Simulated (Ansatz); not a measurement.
Crystal: SnTe.

```
Te Sn
1.0
     0.00000    3.61115    3.61115
     3.61115    0.00000    3.61115
     3.61115    3.61115    0.00000
Te Sn
1 1
Cartesian
  1.8056 1.8056 1.8056
  0.0000 0.0000 0.0000
```

Measurements of this composition are mostly on another form, of space group No. 225.

Base run:

| Quantity | Value |
| --- | --- |
| Program | Ansatz 0.2.0 |
| Functional | HSE06 |
| Potentials or basis | Ansatz PAW |
| Cutoff | 420 eV (not typed: the program's choice for these potentials) |
| k mesh | 4 × 4 × 4 |
| Occupations | fermi-dirac, width 0.05 eV |
| Spin | no spin polarisation |

Its results: band gap on the k mesh 0.38 eV, indirect (least direct gap 1.16 eV); pressure -0.6 GPa.

Task: The run is repeated on the same cell with these changes: functional from HSE06 to HF. What comes out?

Result: Band gap on the k mesh 4.13 eV, indirect (least direct gap 5.21 eV); pressure 2.6 GPa.

Caveats: spin-orbit coupling is left out, which moves the levels of the heavy elements; the PAW data sets come from PBE, with cores solved anew for the run's functional, which leaves a small shift of forces and pressure; the thresholds are loose for stress.
